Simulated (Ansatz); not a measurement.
The system is Nb.

```
Nb
1.0
    -1.66395    1.66395    1.66395
     1.66395   -1.66395    1.66395
     1.66395    1.66395   -1.66395
Nb
1
Direct
  0.00000 0.00000 0.00000
```

Base run:

* Program: Ansatz 0.2.0
* Functional: revPBE
* Potentials or basis: Ansatz PAW
* Cutoff: 420 eV (not typed: the program's choice for these potentials)
* k mesh: 11 × 11 × 11
* Occupations: fermi-dirac, width 0.05 eV
* Spin: no spin polarisation

Its results: band gap on the k mesh none (metal or under the smearing width); pressure 0.0 GPa.

Task: The run is repeated on the same cell with these changes: functional from revPBE to r2SCAN; cutoff from 420 eV (not typed: the program's choice for these potentials) to 500 eV (not typed: the program's choice for these potentials). What comes out?

Result: Band gap on the k mesh none (metal or under the smearing width); pressure -3.2 GPa.

Caveats: the PAW data sets come from PBE, with cores solved anew for the run's functional, which leaves a small shift of forces and pressure.
